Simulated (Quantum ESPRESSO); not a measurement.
# Cu in Quantum ESPRESSO: the effect of dispersion

The system is Cu.

```
Cu
1.0
     2.53410    0.00000    0.00000
    -1.26705    2.19459    0.00000
     0.00000    0.00000    4.11257
Cu
2
Direct
  0.66667 0.33333 0.75000
  0.33333 0.66667 0.25000
```

This isn't the form of Cu at room conditions, which is fcc.

Alike in all runs:

* Program: Quantum ESPRESSO 7.5
* Task: phonons
* Potentials or basis: SSSP 1.3 efficiency PBE
* Cutoff: 748 eV
* Density cutoff: 5987 eV
* k mesh: 8 × 8 × 5
* Occupations: cold, width 0.2 eV
* Spin: no spin polarisation

Each run relaxes the cell or the atoms first.

```tsv
dispersion	functional	relaxed volume (Å³/atom)	highest phonon frequency (cm⁻¹)
none	PBE	11.97	248
D2	PBE	11.37	271
D3(BJ) two-body	PBE	11.34	279
rVV10	rPW86PBE	?	?
rev-vdW-DF2	rev-vdW-DF2	11.63	258
```

Task: What does the run with dispersion rVV10 give?

Result: Relaxed volume 12.12 Å³/atom; highest phonon frequency 249 cm⁻¹.

Caveats: the mesh is thin for the phonons of a metal; pairwise dispersion overbinds metals, which lowers pressure and volume (some runs); the potentials were made for another functional, which shifts forces and pressure (some runs).
